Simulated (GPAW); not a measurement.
Sn:

```
Sn
1.0
    -2.94014    2.94014    1.59930
     2.94014   -2.94014    1.59930
     2.94014    2.94014   -1.59930
Sn
2
Direct
  0.00000 0.00000 0.00000
  0.75000 0.25000 0.50000
```

* Program: GPAW 26.7.0
* Task: relaxation of cell and atoms
* Functional: rSCAN
* Dispersion: D4
* Potentials or basis: GPAW PAW data sets (gpaw-data 1.2.1)
* Cutoff: 600 eV
* Basis: pw
* k mesh: 7 × 7 × 7
* Occupations: fermi-dirac, width 0.05 eV
* Spin: no spin polarisation

At the start: pressure -1.2 GPa; volume 27.65 Å³/atom.

**Question.** How do energy, volume and symmetry change on relaxing?

**Answer.** Over 6 steps the energy falls by 3.5 meV/atom and the volume is 27.05 Å³/atom (-2.2 %); space group I4_1/amd (No. 141, to 0.05 Å).

The path:
| step | energy change (eV) | largest force (eV/Å) | pressure (GPa) | volume (Å³) |
| --- | --- | --- | --- | --- |
| 1 | 0.0000 | 0.0000 | -1.22 | 55.30 |
| 2 | -0.0021 | 0.0000 | -0.99 | 55.05 |
| 3 | -0.0065 | 0.0000 | 0.17 | 53.88 |
| 4 | -0.0066 | 0.0000 | 0.11 | 53.94 |
| 5 | -0.0069 | 0.0000 | -0.05 | 54.10 |
| 6 | -0.0070 | 0.0000 | -0.05 | 54.11 |

Final structure:
```cif
data_structure
_symmetry_space_group_name_H-M 'P 1'
_symmetry_Int_Tables_number 1
_cell_length_a 4.4089
_cell_length_b 4.4089
_cell_length_c 4.4089
_cell_angle_alpha 97.606
_cell_angle_beta 97.606
_cell_angle_gamma 137.330
_cell_volume 54.11
loop_
_atom_site_label
_atom_site_type_symbol
_atom_site_fract_x
_atom_site_fract_y
_atom_site_fract_z
_atom_site_occupancy
Sn1 Sn 0.00000 0.00000 0.00000 1
Sn2 Sn 0.75000 0.25000 0.50000 1
```

Caveat: later steps reuse the first step's grids; the PAW data sets were made with another functional, which shifts forces and pressure a little; pairwise dispersion overbinds metals, which lowers pressure and volume.
